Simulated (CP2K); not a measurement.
The system is ZnO (zincite).

```
Zn O
1.0
     3.24931    0.00000    0.00000
    -1.62465    2.81398    0.00000
     0.00000    0.00000    5.20571
Zn O
2 2
Direct
  0.66667 0.33333 0.00000
  0.33333 0.66667 0.50000
  0.33333 0.66667 0.87901
  0.66667 0.33333 0.37901
```

Base run:

- Program: CP2K 2026.2
- Functional: PBE
- Potentials or basis: POTENTIAL_UZH Zn GTH-PBE-q12, O GTH-PBE-q6; TZVP-MOLOPT-PBE-GTH basis
- Density cutoff: 11565 eV
- k mesh: 9 × 9 × 5
- Occupations: fermi-dirac, width 0.05 eV
- Spin: no spin polarisation

Its results: band gap on the k mesh 0.80 eV, direct; pressure 6.2 GPa.

**Question.** After a change of settings the same cell gave: band gap on the k mesh 0.73 eV, direct; pressure 4.2 GPa. Which change was it?
A. functional from PBE to rev-vdW-DF2
B. functional from PBE to TPSS
C. functional from PBE to LDA
D. functional from PBE to PBEsol

**Answer.** A.

Caveats: an odd mesh through Γ misses points on the zone boundary, where band edges often lie; the basis of atomic orbitals isn't converged, which shifts pressures, moduli and gaps; the potentials were made for another functional, which shifts forces and pressure (some runs).

Not every run made on this cell is shown here.
